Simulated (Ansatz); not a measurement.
The calculation used DFT PBE, scalar-relativistic, plane waves, PAW in Ansatz. All cells share a 420 eV cutoff and Γ-centred k meshes spaced at most about 0.3 Å⁻¹ (about 0.25 or finer for metals, 2π included). Spin is collinear in cells that carry moments; the others ran without spin or lost their moments.

Temperature and zero-point effects are left out.

Compare these two cells of RuS2, each relaxed at this level.

A. (no moments)

```
CELL_PARAMETERS angstrom
3.32680 0.00000 0.00000
-1.66340 2.88109 0.00000
0.00000 0.00000 12.19885
ATOMIC_POSITIONS crystal
Ru 0.33333 0.66667 0.25000
Ru 0.66667 0.33333 0.75000
S 0.33333 0.66667 0.63481
S 0.66667 0.33333 0.13481
S 0.33333 0.66667 0.86519
S 0.66667 0.33333 0.36519
```

B. (parallel moments up to 0.5 μB)

```
CELL_PARAMETERS angstrom
3.43759 0.00000 0.00000
-1.71880 2.97704 0.00000
0.00000 0.00000 5.15229
ATOMIC_POSITIONS crystal
Ru 0.00000 0.00000 0.00000
S 0.33333 0.66667 0.25373
S 0.66667 0.33333 0.74626
```

Task: Which form is favoured at zero pressure, and by what margin per atom?

Result: B is lower, by 44 meV/atom. A has the 2H molybdenite type, space group P6_3/mmc (No. 194), 19.5 Å³/atom and no gap on its mesh; B has the cadmium iodide type, space group P-3m1 (No. 164), 17.6 Å³/atom and no gap. Counting S atoms around Ru (those within 1.25 times the shortest such distance or 1.15 times the sum of covalent radii), A and B both have Ru 6. Their magnetic states differ too, which can make part of the margin. Both come from invented guesses. The lowest form computed isn't among them: it has the pyrite type, space group Pa-3 (No. 205), 15.0 Å³/atom, is reached from a Materials Project cell and lies 0.39 eV/atom below the best shown.

Weakly bound directions are ill-defined at this level, which has no dispersion term (P6_3/mmc, P-3m1), and this can change margins and order among such cells. The magnetic state reached may not be the lowest. Cells relaxed within their symmetry can be saddle points. Some types were kept out of the candidates beforehand, so the set may lack a known form.
